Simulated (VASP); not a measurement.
A run of VASP 6.6.1:

INCAR

```
ALGO     = Normal         # electronic algorithm
EDIFF    = 1E-6           # SCF threshold, eV
ENCUT    = 520            # plane-wave cutoff, eV
GGA      = PE             # functional
ISIF     = 2              # what is computed and relaxed
ISMEAR   = 0              # smearing method
LASPH    = True           # aspherical terms in the spheres
LCHARG   = False          # write CHGCAR
LREAL    = False          # projectors in reciprocal space
LWAVE    = False          # write WAVECAR
NBANDS   = 11             # bands
NELM     = 60             # most SCF steps
PREC     = Accurate       # precision mode
SIGMA    = 0.02           # smearing width, eV
```

KPOINTS

```
k-points
0
Gamma
  12 12 12
```

Contents of POSCAR:

```
C                                       
1.0
    0.0000000000      1.7858031310      1.7858031310
    1.7858031310      0.0000000000      1.7858031310
    1.7858031310      1.7858031310     -0.0000000000
  C             
     2
Direct
     0.7500000000000000    0.7500000000000000    0.7500000000000000
     0.5000000000000000    0.5000000000000000    0.5000000000000000
```

File KPOINTS_OPT:

```
path GXWKGLUWLK,UX
10
line-mode
reciprocal
 0.0000000000  0.0000000000  0.0000000000  G
 0.5000000000  0.0000000000  0.5000000000  X

 0.5000000000  0.0000000000  0.5000000000  X
 0.5000000000  0.2500000000  0.7500000000  W

 0.5000000000  0.2500000000  0.7500000000  W
 0.3750000000  0.3750000000  0.7500000000  K

 0.3750000000  0.3750000000  0.7500000000  K
 0.0000000000  0.0000000000  0.0000000000  G

 0.0000000000  0.0000000000  0.0000000000  G
 0.5000000000  0.5000000000  0.5000000000  L

 0.5000000000  0.5000000000  0.5000000000  L
 0.6250000000  0.2500000000  0.6250000000  U

 0.6250000000  0.2500000000  0.6250000000  U
 0.5000000000  0.2500000000  0.7500000000  W

 0.5000000000  0.2500000000  0.7500000000  W
 0.5000000000  0.5000000000  0.5000000000  L

 0.5000000000  0.5000000000  0.5000000000  L
 0.3750000000  0.3750000000  0.7500000000  K

 0.6250000000  0.2500000000  0.6250000000  U
 0.5000000000  0.0000000000  0.5000000000  X
```

Potentials or basis: VASP PAW PBE potentials, release 64 (C).

The run is started by

```sh
$ cat potpaw_PBE.64/C/POTCAR > POTCAR
$ mpirun -np 1 vasp_std > vasp.out
```

Hardware: 1 thread of AMD EPYC 7R43 64-Core Processor (Zen 3), with other jobs on the host.

How long does it take, and how much memory?

It took 18 s on 1 thread of AMD EPYC 7R43 64-Core Processor (Zen 3) (shared host), peak memory 0.09 GiB. Counts: scf iterations 23, k points 72.
